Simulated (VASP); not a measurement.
# Re (R-3m) in VASP: notebook, part 2 of 2

VASP 6.6.1. The steps go on from the part before.

## Step 3: Relaxation of cell and atoms, r2SCAN

This run uses another cell than the first one, of 14.91 Å³/atom, 1.004 times its volume.

Input file POSCAR:

```
Re
1.0
    2.2225473168      1.2831882916      0.8715666106
   -2.2225473168      1.2831882916      0.8715666106
    0.0000000000     -2.5663765833      0.8715666106
Re
1
Direct
    0.5000000000      0.5000000000      0.5000000000
```

Input file INCAR.step1:

```
SYSTEM = Re
ALGO     = Normal         ! electronic algorithm
EDIFF    = 1E-4           ! SCF threshold, eV
ENCUT    = 600            ! plane-wave cutoff, eV
GGA      = PE             ! functional
ISMEAR   = 0              ! smearing method
LASPH    = .TRUE.         ! aspherical terms in the spheres
LCHARG   = .FALSE.        ! write CHGCAR
LREAL    = .FALSE.        ! projectors in reciprocal space
LWAVE    = .TRUE.         ! write WAVECAR
NELM     = 100            ! most SCF steps
PREC     = Accurate       ! precision mode
SIGMA    = 0.1            ! smearing width, eV
```

Input file INCAR.step2:

```
SYSTEM = Re
ALGO     = Normal         ! electronic algorithm
EDIFF    = 1E-6           ! SCF threshold, eV
EDIFFG   = -0.04          ! ionic threshold
ENCUT    = 600            ! plane-wave cutoff, eV
IBRION   = 2              ! ionic algorithm
ISIF     = 3              ! what is computed and relaxed
ISMEAR   = 0              ! smearing method
ISTART   = 1            
LASPH    = .TRUE.         ! aspherical terms in the spheres
LCHARG   = .FALSE.        ! write CHGCAR
LMIXTAU  = .TRUE.       
LREAL    = .FALSE.        ! projectors in reciprocal space
LWAVE    = .FALSE.        ! write WAVECAR
METAGGA  = R2SCAN         ! meta-GGA
NELM     = 100            ! most SCF steps
NSW      = 90             ! ionic steps
PREC     = Accurate       ! precision mode
SIGMA    = 0.1            ! smearing width, eV
```

Input file KPOINTS:

```
k-points
0
G
  9 9 9
  0 0 0
```

Potentials or basis: VASP PAW PBE potentials, release 64 (Re).

On the command line:

```sh
$ cat potpaw_PBE.64/Re/POTCAR > POTCAR
$ cp INCAR.step1 INCAR
$ mpirun -np 1 vasp_std > vasp.out
$ cp INCAR.step2 INCAR
$ mpirun -np 1 vasp_std > vasp.out
```

OUTCAR:

```text
SYSTEM = Re
   EDIFF = 1E-6
   EDIFFG = -0.04
   ENCUT = 600
   IBRION = 2
   ISIF = 3
   ISMEAR = 0
   ISTART = 1
   LASPH = .TRUE.
   LREAL = .FALSE.
   METAGGA = R2SCAN
   NELM = 100
   NSW = 90
   PREC = Accurate

 ion  position               nearest neighbor table
   1  0.500  0.500  0.500-

  LATTYP: Found a trigonal (rhomboedric) cell.
 ALAT       =     2.7103352420
 COS(alpha) =    -0.3448876409

  Lattice vectors:

 A1 = (   2.2225473168,   1.2831882916,   0.8715666106)
 A2 = (  -2.2225473168,   1.2831882916,   0.8715666106)
 A3 = (   0.0000000000,  -2.5663765833,   0.8715666106)

Analysis of symmetry for initial positions (statically):
=====================================================================
 Subroutine PRICEL returns:
 Original cell was already a primitive cell.

 Routine SETGRP: Setting up the symmetry group for a
 trigonal (rhombohedral) supercell.

 Subroutine GETGRP returns: Found 12 space group operations
 (whereof 12 operations were pure point group operations)
 out of a pool of 12 trial point group operations.

The static configuration has the point symmetry D_3d.

Analysis of symmetry for dynamics (positions and initial velocities):
=====================================================================
 Subroutine PRICEL returns:
 Original cell was already a primitive cell.

 Routine SETGRP: Setting up the symmetry group for a
 trigonal (rhombohedral) supercell.

 Subroutine GETGRP returns: Found 12 space group operations
 (whereof 12 operations were pure point group operations)
 out of a pool of 12 trial point group operations.

The dynamic configuration has the point symmetry D_3d.

 Subroutine INISYM returns: Found 12 space group operations
 (whereof 12 operations are pure point group operations),
 and found     1 'primitive' translations

[... 126 lines left out ...]
  energy-cutoff  :      600.00
  volume of cell :       14.91
 maximum number of plane-waves:       513
 NGX is ok and might be reduce to    24
   NGX = 11   NGY = 11   NGZ = 11

--------------------------------------- Ionic step        1  -------------------------------------------

 number of electron       7.0000000 magnetization

 Free energy of the ion-electron system (eV)
  ---------------------------------------------------
  ext. energy  EPLUGINS =         0.00000000
  ---------------------------------------------------
  free energy    TOTEN  =       -52.15108765 eV

  energy without entropy =      -52.14551232  energy(sigma->0) =      -52.14829998

------------------------ aborting loop because EDIFF is reached ----------------------------------------

  FORCE on cell =-STRESS in cart. coord.  units (eV):
  Direction    XX          YY          ZZ          XY          YZ          ZX
  --------------------------------------------------------------------------------------
  -------------------------------------------------------------------------------------
  Total       -0.5103990     -0.5103990      0.7136065      0.0000000     -0.0000000      0.0000000
  in kB      -54.8311213    -54.8311213     76.6612906      0.0000000     -0.0000000      0.0000000
  external PRESSURE =     -11.0003174 kB  Pullay stress =       0.0000000 kB
[... 197 lines left out ...]
--------------------------------------- Ionic step        7  -------------------------------------------

 number of electron       7.0000000 magnetization

 Free energy of the ion-electron system (eV)
  ---------------------------------------------------
  ext. energy  EPLUGINS =         0.00000000
  ---------------------------------------------------
  free energy    TOTEN  =       -52.16335929 eV

  energy without entropy =      -52.15647619  energy(sigma->0) =      -52.15991774

 E-fermi :   8.5276     XC(G=0): -14.9238

 val. band max:        8.5154853159   @ k =  -0.2222   0.1111  -0.0000
 cond. band min:       8.5400064555   @ k =  -0.3333   0.2222   0.0000
 fundamental gap:      0.0245211396
 Fermi energy:         8.5275994576

 k-point     1 :       0.0000    0.0000    0.0000
  band No.  band energies     occupation
      1      -2.7091      2.00000
      2       5.5520      2.00000
      3       5.7370      2.00000
      4       5.7370      2.00000
      5       9.4787      0.00000
      6       9.4787      0.00000
      7      24.6794      0.00000
[... 221 lines left out ...]
 k-point    24 :       0.4444    0.4444    0.0000
  band No.  band energies     occupation
      1       1.1625      2.00000
      2       3.4405      2.00000
      3       7.1450      2.00000
      4       9.1722      0.00000
      5      10.7211      0.00000
      6      13.9630      0.00000
      7      18.4239      0.00000

 [... further k-points ...]

------------------------ aborting loop because EDIFF is reached ----------------------------------------

  FORCE on cell =-STRESS in cart. coord.  units (eV):
  Direction    XX          YY          ZZ          XY          YZ          ZX
  --------------------------------------------------------------------------------------
  -------------------------------------------------------------------------------------
  Total       -0.0172972     -0.0172972      0.0185630      0.0000000     -0.0000000      0.0000000
  in kB       -1.8649077     -1.8649077      2.0013861      0.0000000     -0.0000000      0.0000000
  external PRESSURE =      -0.5761431 kB  Pullay stress =       0.0000000 kB
[... 16 lines left out ...]
  FREE ENERGIE OF THE ION-ELECTRON SYSTEM (eV)
  ---------------------------------------------------
  free  energy   TOTEN  =       -52.1633592854 eV

  energy  without entropy=      -52.1564761948  energy(sigma->0) =      -52.15991774

 reached required accuracy - stopping structural energy minimisation
```

OUTCAR.step1:

```text
SYSTEM = Re
   EDIFF = 1E-4
   ENCUT = 600
   GGA = PE
   ISMEAR = 0
   LASPH = .TRUE.
[... 460 lines left out ...]
 -----------------------------------------------------------------------------------
      0.00000     -0.00000      1.30735         0.000000      0.000000      0.000000
 -----------------------------------------------------------------------------------
    total drift:                                0.000000      0.000000     -0.000000

  FREE ENERGIE OF THE ION-ELECTRON SYSTEM (eV)
  ---------------------------------------------------
  free  energy   TOTEN  =       -12.0873875553 eV

  energy  without entropy=      -12.0801330284  energy(sigma->0) =      -12.08376029
```

Wall time 80 s (1 thread of Intel Xeon 6975P-C (Granite Rapids), shared host); peak memory 0.16 GiB.

Results:

```yaml
Free_energy: -52.1634 eV
Relaxed_volume: 14.86 Å³/atom
Relaxed_cell: a = 2.688 Å, b = 2.688 Å, c = 2.688 Å, α = 109.63°, β = 109.63°, γ = 109.63°
Space_group_after_relaxing_to_0.05_Å: Im-3m (No. 229)
Energy_gained_by_relaxing: 12.3 meV/atom
Ionic_steps: 7
Pressure_after_relaxing: -0.1 GPa
Band_gap_on_the_k_mesh: none (metal or under the smearing width)
```

Stress tensor (GPa, compression positive):
```
-0.19  0.00  0.00
 0.00 -0.19  0.00
 0.00  0.00  0.20
```

Step by step:
| step | energy change (eV) | largest force (eV/Å) | pressure (GPa) | volume (Å³) |
| --- | --- | --- | --- | --- |
| 1 | 0.0000 | 0.0000 | -1.10 | 14.91 |
| 2 | -0.0091 | 0.0000 | 4.87 | 14.68 |
| 3 | -0.0118 | 0.0000 | 2.06 | 14.78 |
| 4 | -0.0119 | 0.0000 | 1.82 | 14.79 |
| 5 | -0.0119 | 0.0000 | 1.57 | 14.80 |
| 6 | -0.0088 | 0.0000 | -5.22 | 15.07 |
| 7 | -0.0123 | 0.0000 | -0.06 | 14.86 |

Final structure:
```cif
data_structure
_symmetry_space_group_name_H-M 'P 1'
_symmetry_Int_Tables_number 1
_cell_length_a 2.6879
_cell_length_b 2.6879
_cell_length_c 2.6879
_cell_angle_alpha 109.630
_cell_angle_beta 109.630
_cell_angle_gamma 109.630
_cell_volume 14.86
loop_
_atom_site_label
_atom_site_type_symbol
_atom_site_fract_x
_atom_site_fract_y
_atom_site_fract_z
_atom_site_occupancy
Re1 Re 0.50000 0.50000 0.50000 1
```

Levels at points of the mesh, in eV from the Fermi level:
```tsv
k point	band 1	band 2	band 3	band 4	band 5	band 6	band 7
(0.00, 0.00, 0.00)	-11.24	-2.98	-2.79	-2.79	0.95	0.95	16.15
```

Caveat: the PAW data sets were made with another functional, which shifts forces and pressure a little.
